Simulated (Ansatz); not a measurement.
## Preparing AlN (P6_3mc) as a host crystal

Aim: the runs on the perfect crystal AlN (P6_3mc) that a defect calculation needs first.

Program: Ansatz 0.2.0. Level of theory: plane-wave PAW DFT, PBEsol; relaxation of the host's cell and atoms; PAW set soft_1, in the first sound run; inputs show where later runs differ. Results are calculated unless marked as measured.

### Step 1. Set-up

Symmetry: P6_3mc, No. 186, hexagonal system. Conventional cell: a = 3.129 Å, b = 3.129 Å, c = 5.017 Å, α = 90.00°, β = 90.00°, γ = 120.00°. Al has 4 N at 1.90 to 1.91 Å nearest. Nearest to N lie 4 Al at 1.90 to 1.91 Å. Farther neighbours and most contacts between anions are not listed.

### Step 2. Host cell relaxation

Lattice and positions are set free, within the symmetry that the program keeps.

Input file cell/input.yaml:

```yaml
crystal:
  lattice:
    - [3.1285881, 0.0, 0.0]
    - [-1.5642941, 2.7094368, 0.0]
    - [0.0, 0.0, 5.016955]
  atoms:
    - { symbol: Al, position: [0.66666667, 0.33333333, 0.499287] }
    - { symbol: Al, position: [0.33333333, 0.66666667, 0.999287] }
    - { symbol: "N", position: [0.66666667, 0.33333333, 0.880713] }
    - { symbol: "N", position: [0.33333333, 0.66666667, 0.380713] }
basis:
  ecutwfc: 420
  xc_grid: 2
hamiltonian:
  xc: pbesol
  pseudopotentials: { kind: paw, azcp: { folder: soft_1 }, xc_functional: pbe }
kpoints:
  mp_grid: { grid: [10, 10, 6] }
scf:
  occupations: { method: fixed }
  max_iter: 100
relax:
  f_tol: 0.005
  max_steps: 60
  cell: {}
output:
  forces: true
  stress: true
checkpoint:
  write: "../cell.run"
  compress: false
  write_wavefunctions: false
  write_every: 100000
```

Command:

```bash
$ ansatz run input.yaml --threads 32 --pin off --max-ram 84787MiB --backend cuda --events-out ev --progress --plain --runs-dir out --max-vram 78GiB
```

Numbers of over 12 decimals in the logs are rounded to 6 here.

The log of the run:

```text
[... repeated set-up lines and file paths are left out, and long positions are rounded to six places ...]
Engine: ansatz 0.2.0, aarch64-unknown-linux-gnu
Pseudopotentials: kind: paw
Pseudopotential: Al, paw, valence charge 3, recommended cutoff 420 eV (normal), soft_1/Al.paw.azcp
Pseudopotential: N, paw, valence charge 5, recommended cutoff 420 eV (normal), soft_1/N.paw.azcp
Functional definition: PBEsol
  exchange = pbesol_x
  correlation = pbesol_c
[...]
Crystal: 4 atoms, lattice volume = 42.527 Å³
Basis set: ecut = 420 eV, 833 PW (Γ), exchange–correlation on 48×48×72 points (8 copies of the dense FFT grid, shifted against one another)
Bands: 12, of which v1, the nominal top of the filled ones, is band 8 counted from 1 (7 counted from 0)
Symmetry: 12 space group operations
Space group: P63mc (ITA 186), of the structure as read, at distance tolerance 3.5e-5 Å
k-points: 56 of 600 (time reversal used)
Non-local potential: Al, projectors of the file, l = 0: 2, l = 1: 2, l = 2: 1
Non-local potential: N, projectors of the file, l = 0: 2, l = 1: 2, l = 2: 1
PAW form: soft (Blöchl's): semilocal exchange-correlation on the pseudo side does not see the compensation charge
PAW frozen core: Al, regenerated for the run's functional, and the local potential with it (the file was generated under x = pbe(κ = 0.804, μ = 0.219515), c = pbe(β = 0.066725))
PAW frozen core: N, regenerated for the run's functional, and the local potential with it (the file was generated under x = pbe(κ = 0.804, μ = 0.219515), c = pbe(β = 0.066725))
PAW one-centre angular grid: Al, 110 points (default); XC on 64 Gauss nodes
PAW one-centre angular grid: N, 110 points (default); XC on 64 Gauss nodes
Initial density: superposition of atomic densities (chi_scale 0.1, normalization cell, long waves kept (reshape's long-wave potential 0.00 eV rms))
Initial wavefunctions: pseudopotential atomic-orbital guess
[...]
Functional: x = pbesol(κ = 0.804, μ = 0.123457), c = pbesol(β = 0.046)
SCF iter   1: F=—  HF=-1814.557047 eV  |Δ(HF+E_count)|=         —  Δρ=1.27e-1  dr2=8.60e0  Hψ=3644
preconditioner: auto → none  [insulator: Δε(μ)=5.225 eV  Ē_g=13.993 eV  n_scr=2 (ndim 8)  ℏωp=22.8 eV  f_vac=0.000  ε∞_Penn≈3.6]
SCF iter   2: F=—  HF=-1812.338241 eV  |Δ(HF+E_count)|=    2.22e0  Δρ=7.34e-2  dr2=1.37e0  Hψ=1952
[...]
SCF iter   7: F=-1811.918512 eV  HF=-1811.918512 eV  |Δ(HF+E_count)|=   8.08e-9  Δρ=3.08e-6  dr2=1.58e-9  Hψ=2447
SCF 1 converged in 7 iterations: F = -1811.918512 eV  dr2 = 1.58e-9
  greatest PAW one-centre occupation: 0.786 electrons in one spin orbital (limit 2), on the N atom at site 3 (counted from 0), in its partial waves of l = 0
relax step   1: F+E_penalty+E_count = -1811.91851187 eV  Δ(F+E_penalty+E_count) = +0.000e0 eV  max|allowed force component| = 6.017e-3 eV/Å  Δτ_max = 0.0000 Å  P = -3.168 GPa  Ω = 42.527 Å³  (7 SCF iters, dr2 threshold 1.00e-7 eV, accepted)
[... the SCF cycles and remarks between the steps are left out from here to the last step ...]
relax step   2: F+E_penalty+E_count = -1811.92433892 eV  Δ(F+E_penalty+E_count) = -5.827e-3 eV  max|allowed force component| = 6.283e-3 eV/Å  Δτ_max = 0.0007 Å  P = -1.560 GPa  Ω = 42.176 Å³  energy of the carried Pulay correction = +6.009e-4 eV  (4 SCF iters, dr2 threshold 4.00e-7 eV, accepted)
relax step   3: F+E_penalty+E_count = -1811.92652539 eV  Δ(F+E_penalty+E_count) = -2.186e-3 eV  max|allowed force component| = 2.368e-3 eV/Å  Δτ_max = 0.0006 Å  P = +0.035 GPa  Ω = 41.842 Å³  energy of the carried Pulay correction = +1.177e-3 eV  (4 SCF iters, dr2 threshold 4.00e-7 eV, accepted)
[...]
iter 1 solved again at ethr=8.04e-9 eV; its pass at ethr=3.10e-3 eV (dr2=1.29e-6 eV) is discarded
SCF iter   1: F=—  HF=-1811.925457 eV  |Δ(HF+E_count)|=         —  Δρ=6.95e-5  dr2=3.41e-7  Hψ=5748
[...]
SCF iter   2: F=—  HF=-1811.925428 eV  |Δ(HF+E_count)|=   2.89e-5  Δρ=3.24e-5  dr2=9.34e-8  Hψ=1120
SCF iter   3: F=—  HF=-1811.925428 eV  |Δ(HF+E_count)|=   1.08e-7  Δρ=1.39e-5  dr2=1.51e-8  Hψ=1029
SCF iter   4: F=—  HF=-1811.925428 eV  |Δ(HF+E_count)|=   2.12e-8  Δρ=9.67e-7  dr2=1.01e-10  Hψ=1084
SCF iter   5: F=-1811.925428 eV  HF=-1811.925428 eV  |Δ(HF+E_count)|=  1.50e-10  Δρ=2.44e-7  dr2=5.57e-12  Hψ=3999
SCF 4 converged in 5 iterations: F = -1811.925428 eV  dr2 = 5.57e-12
relax step   4: F+E_penalty+E_count = -1811.92542837 eV  Δ(F+E_penalty+E_count) = +1.097e-3 eV  max|allowed force component| = 2.387e-3 eV/Å  Δτ_max = 0.0000 Å  P = -0.020 GPa  Ω = 41.842 Å³  stress off target by 2.17e-2 GPa  SCF on the basis re-selected at this cell (its energy is not comparable with the rows above)  (5 SCF iters)
basis re-selected at this cell: Δ(F+E_penalty+E_count) = +1.097e-3 eV, ΔP = -0.055 GPa vs the last step (what re-selecting the basis moved, of the pressure what is left beyond the Pulay correction that the steps carried, after the strain that the cell walked [...]
SCF converged after 5 iterations
Free energy (F): -1811.925428 eV
Harris-Foulkes:  -1811.925428 eV  (|F-HF|=1.11e-11)
Internal energy: -1811.925428 eV  (E = F + TS)
E sigma→0 (E₀):  -1811.925428 eV
Fermi energy:    7.033609 eV
--- Per-component energies (eV) ---
  E_band       = 28.451425
  E_kinetic    = 311.969992
  E_local      = -418.982558  (includes V_loc(G=0)·N_el)
  E_nonlocal   = 89.682408
  E_hartree    = 153.510501
  E_xc         = -195.984128
  E_vxc        = -213.006687  (∫ρ·V_xc dr)
  E_paw        = -1160.730401  (= ΣΔE_a)
  E_vpaw       = -48.234416  (= ΣTr[D̂ρ^β])
  E_aug_tail   = 0.001678  (compensation charges beyond the density's cutoff)
  E_ewald      = -591.487397
  E_core_change = 0.094476  (= ΣΔE_core)
  E_smearing   = -0.000000  (= −TS)
  E_closure    = -0.000000  (closes the sum)
  Σ components = -1811.925428   (vs F -1811.925428, Δ=0.00e0)
--- Forces (eV/Å), atoms counted from 1 ---
  atom   1  Al     0.00000000     0.00000000    -0.00238719
  atom   2  Al    -0.00000000    -0.00000000    -0.00238719
  atom   3  N      0.00000000    -0.00000000     0.00238643
  atom   4  N     -0.00000000     0.00000000     0.00238643
  max |Σ_I F_I| component: 1.52e-6 eV/Å
--- Stress (GPa, compression-positive) ---
       -0.021658       0.000000       0.000000
        0.000000      -0.021658       0.000000
        0.000000       0.000000      -0.015229
  P = ⅓ Tr σ = -0.0195 GPa (-0.195 kbar)
--- Band table (eV; the first three rows and the last of 56) ---
  k-point 0: bands = [... 4 lower, 6.1582, 6.8112, 6.8112, 7.0336, 11.1302, 13.5763, 17.5234, 18.0476]
  k-point 1: bands = [... 4 lower, 6.1996, 6.4221, 6.7649, 6.7649, 11.6301, 13.6438, 17.3475, 18.0159]
  [... further k-points left out ...]
--- Relaxed structure (3 steps of the walk, 3 accepted, 1 SCFs on fresh bases) ---
  F+E_penalty+E_count = -1811.92542837 eV   max|allowed force component| = 2.387e-3 eV/Å   (the final SCF, on the basis selected at the relaxed cell)
  cell:  # Å, volume = 41.8416 Å³
    - [3.113607, 2.8729285943171094e-8, 0.0]
    - [-1.556804, 2.696463, 0.0]
    - [0, 0.0, 4.983677]
  atoms:
    - { symbol: Al, position: [0.666667, 0.333333, 0.499034] }
    - { symbol: Al, position: [0.333333, 0.666667, 0.999034] }
    - { symbol: N, position: [0.666667, 0.333333, 0.880966] }
    - { symbol: N, position: [0.333333, 0.666667, 0.380966] }
```

Elapsed: 2.1 s, on 1 × NVIDIA GB200 with 32 threads of Arm Neoverse V2, shared host; peak memory 0.88 GiB.

The steps of the relaxation:

```tsv
step	energy less that of the first step (eV)	largest force component (eV/Å)	pressure (GPa)	volume (Å³)
1	0.0000	0.0060	-3.17	42.53
2	-0.0058	0.0063	-1.56	42.18
3	-0.0080	0.0024	0.04	41.84
4*	-0.0069	0.0024	-0.02	41.84
```

Relaxation steps marked * repeat the geometry before them on a plane-wave basis chosen anew for their cell, so energy and pressure can jump there.

Forces are held to the 12 operations that the run works with; a distortion that breaks them can't arise in this run.

```tsv
conventional cell, symmetrised	before	after	change
a (Å)	3.129	3.114	-0.5 %
b (Å)	3.129	3.114	-0.5 %
c (Å)	5.017	4.984	-0.7 %
volume (Å³/atom)	10.63	10.46	-1.6 %
```

The relaxed structure:

```xyz
4
Lattice="3.1136 0.0000 0.0000 -1.5568 2.6965 0.0000 0.0000 0.0000 4.9837" Properties=species:S:1:pos:R:3 pbc="T T T"
Al    1.5568    0.8988    2.4870
Al    0.0000    1.7977    4.9788
N     1.5568    0.8988    4.3905
N     0.0000    1.7977    1.8986
```

This step gave:

- pressure: -0.01951 GPa

The relaxation ends with a largest force component of 0.0024 eV/Å and a pressure of -0.02 GPa.

### Step 3. Dielectric tensors of the host

The response to a uniform electric field gives the electronic dielectric tensor.

This step: plane-wave PAW DFPT, PBEsol; dielectric tensors, Born charges and zone-centre modes of the host; PAW set soft_1 (Ansatz 0.2.0).

Input file eps/input.yaml:

```yaml
crystal:
  lattice:
    - [3.1136073585, 2.87e-08, 0.0]
    - [-1.5568037041, 2.6964630555, 0.0]
    - [0.0, 0.0, 4.9836767961]
  atoms:
    - { symbol: Al, position: [0.6666666667, 0.3333333333, 0.4990341637] }
    - { symbol: Al, position: [0.3333333333, 0.6666666667, 0.9990341637] }
    - { symbol: "N", position: [0.6666666667, 0.3333333333, 0.8809658363] }
    - { symbol: "N", position: [0.3333333333, 0.6666666667, 0.3809658363] }
basis:
  ecutwfc: 420
hamiltonian:
  xc: pbesol
  pseudopotentials: { kind: paw, azcp: { folder: soft_1 }, xc_functional: pbe }
kpoints:
  mp_grid: { grid: [9, 9, 5] }
scf:
  occupations: { method: fixed }
  max_iter: 100
phonons:
  method: dfpt
  dielectric: true
  rigid_motions: translations
```

The log of the run:

```text
[...]
Crystal: 4 atoms, lattice volume = 41.842 Å³
Basis set: ecut = 420 eV, 809 PW (Γ), exchange–correlation on 48×48×72 points (8 copies of the dense FFT grid, shifted against one another)
Bands: 12, of which v1, the nominal top of the filled ones, is band 8 counted from 1 (7 counted from 0)
Symmetry: 12 space group operations
k-points: 115 of 405 (irreducible under 2 space group operations, time reversal used)
[...]
SCF iter   1: F=—  HF=-1814.635252 eV  |Δ(HF+E_count)|=         —  Δρ=1.30e-1  dr2=8.74e0  Hψ=7440
[...]
SCF iter   2: F=—  HF=-1812.336179 eV  |Δ(HF+E_count)|=    2.30e0  Δρ=7.33e-2  dr2=1.32e0  Hψ=3991
[...]
SCF iter   9: F=-1811.925442 eV  HF=-1811.925442 eV  |Δ(HF+E_count)|=  4.55e-11  Δρ=4.74e-8  dr2=4.89e-13  Hψ=5317
SCF 1 converged in 9 iterations: F = -1811.925442 eV  dr2 = 4.89e-13
[...]
the response reads at least the filled bands of the reference SCF and the lowest empty band at each k-point, and that SCF's band table does not vouch for those bands. The notice of the band table in this run's record says why
[...]
NSCF: frozen V_eff on 1 k-points
[...]
NSCF: frozen V_eff on 36 k-points, pencils in batches of 32, up to order 48
[...]
DFPT response loops at q = (0, 0, 0) (fractional): preconditioner auto → none (the input reference at scf.mixing.eps_inf says where Resta's filter doesn't serve); β = 0.50; Anderson in place of MSR1; [...]
[...]
DFPT response loops at Γ: preconditioner auto → none (the input reference at scf.mixing.eps_inf says where Resta's filter doesn't serve); β = 0.50; Broyden in place of MSR1
── the response to a field inside a basis, on 10×10×6 k-points: an SCF that follows is theirs, and a resumed run solves both again ──
[...]
Bands: 9, of which v1, the nominal top of the filled ones, is band 8 counted from 1 (7 counted from 0)
k-points: 90 of 600 (irreducible under 4 space group operations, time reversal used)
[...]
Eigensolver: Dense (90 Hₖ)
SCF iter   1: F=—  HF=-1811.925016 eV  |Δ(HF+E_count)|=         —  Δρ=2.27e-4  dr2=3.19e-6
[...]
SCF iter   4: F=-1811.925019 eV  HF=-1811.925019 eV  |Δ(HF+E_count)|=   4.26e-8  Δρ=3.50e-6  dr2=1.46e-9
SCF 1 converged in 4 iterations: F = -1811.925019 eV  dr2 = 1.46e-9
[...]
SCF converged after 9 iterations
Free energy (F): -1811.925442 eV
[...]
Internal energy: -1811.925442 eV  (E = F + TS)
E sigma→0 (E₀):  -1811.925442 eV
Fermi energy:    7.033630 eV
[...]
--- Band table (eV; the first three rows and the last of 115) ---
  k-point 0: bands = [... 4 lower, 6.1582, 6.8113, 6.8113, 7.0336, 11.1302, 13.5763, 17.5234, 18.0476]
  k-point 1: bands = [... 4 lower, 6.2173, 6.2173, 6.7454, 6.7454, 11.8098, 13.6665, 17.2838, 18.0120]
  [... further k-points left out ...]
--- Phonons (Γ-DFPT): 4 representative perturbations + reference (Σ response iterations 20) ---
  k mesh reduced under 2 symmetry operations, with k and −k counted as one. Each operation leaves every solved perturbation unchanged. A smaller set is not considered because the run solves the response to a homogeneous field
  ASR residual: 1.620e-4 → 0.000e0 eV/Å²; symmetrization residual: 4.257e-7 eV/Å²
  ASR residual per site (eV/Å²): 1.62e-4 1.62e-4 7.92e-5 7.92e-5
  Γ frequencies (cm⁻¹): 0.00 0.00 0.00 234.93 234.93 542.18 606.42 651.64 651.64 662.93 662.93 712.94
  ε∞ (high-frequency dielectric tensor):
        4.495803     0.000000     0.000000
        0.000000     4.495803     0.000000
        0.000000     0.000000     4.728151
  ε⁰ (static dielectric tensor: ions relaxed, cell fixed):
        8.198581     0.000000     0.000000
        0.000000     8.198581     0.000000
        0.000000     0.000000     9.741989
  ε⁰ − ε∞ (ionic part):
        3.702778     0.000000     0.000000
        0.000000     3.702778     0.000000
        0.000000     0.000000     5.013838
  softest optical mode at Γ: 234.93 cm⁻¹; the repairs (sum rule, projections) moved no ω² at Γ by more than (1.32 cm⁻¹)²
  Born effective charges Z* (e; rows j = field, columns β = displacement):
    site 0:
         2.52572    0.00000   -0.00000
         0.00000    2.52572   -0.00000
         0.00000   -0.00000    2.68851
    site 1:
         2.52572    0.00000   -0.00000
         0.00000    2.52572   -0.00000
         0.00000    0.00000    2.68851
    site 2:
        -2.52572   -0.00000    0.00000
        -0.00000   -2.52572    0.00000
        -0.00000    0.00000   -2.68851
    site 3:
        -2.52572   -0.00000   -0.00000
        -0.00000   -2.52572    0.00000
         0.00000   -0.00000   -2.68851
  Z* charge neutrality: 8.132e-4 e pre-enforcement
  solved inside a basis spanned on kpoints, on 10×10×6 k-points, its susceptibility summed on 16×16×10: ε∞ is read to err by 1.3e-2, Z* by 1.0e-2 e (field_mesh: kpoints solves on kpoints); Z* is corrected for what the basis lacks
  optical modes at Γ without the LO–TO term, one row a degenerate level:
      ω (cm⁻¹)  modes    IR ((D/Å)²/amu)
        234.93      2             0.0000
        542.18      1             0.0000
        606.42      1            36.1714
        651.64      2             0.0000
        662.93      2            63.8475
        712.94      1             0.0000
  optical modes at Γ + LO–TO along q̂ = [1.0000, 0.0000, 0.0000]:
      ω (cm⁻¹)  modes    IR ((D/Å)²/amu)
        234.93      2             0.0000
        542.18      1             0.0000
        606.42      1            36.1714
        651.64      2             0.0000
        662.93      1            31.9238
        712.94      1             0.0000
        895.23      1            31.9238
  optical modes at Γ + LO–TO along q̂ = [0.0000, 1.0000, 0.0000]:
      ω (cm⁻¹)  modes    IR ((D/Å)²/amu)
        234.93      2             0.0000
        542.18      1             0.0000
        606.42      1            36.1714
        651.64      2             0.0000
        662.93      1            31.9238
        712.94      1             0.0000
        895.23      1            31.9238
  optical modes at Γ + LO–TO along q̂ = [0.0000, 0.0000, 1.0000]:
      ω (cm⁻¹)  modes    IR ((D/Å)²/amu)
        234.93      2             0.0000
        542.18      1             0.0000
        651.64      2             0.0000
        662.93      2            63.8475
        712.94      1             0.0000
        870.47      1            36.1714
```

The job ended after 6.3 s (1 × NVIDIA GB200 with 32 threads; peak memory 1.2 GiB).

The column dr2 measures how far the density is from self-consistency, as an energy; F and HF (Harris–Foulkes) agree once it is small.

Electronic dielectric tensor:

```
4.50 0.00 0.00
0.00 4.50 0.00
0.00 0.00 4.73
```

Static dielectric tensor:

```
8.20 0.00 0.00
0.00 8.20 0.00
0.00 0.00 9.74
```

The principal values of the electronic dielectric tensor are 4.50, 4.50 and 4.73. The principal values of the static dielectric tensor are 8.20, 8.20 and 9.74.

(Continued in part 2 of 3.)

[Logs are printed without paths, hosts, clocks, repeated set-up lines and the standing remarks that a program may print on its own settings, such as how far it seeks lower states.]

[Hosts, paths, dates, database ids (printed as entryN), source tags and the programs' standing remarks are cut or masked in the printed files.]

[Runs of the host that timed out are not shown.]

[For some hosts the program warned that the k-mesh of the response run may be too coarse for force constants and the static dielectric constant; such warnings are not always shown.]
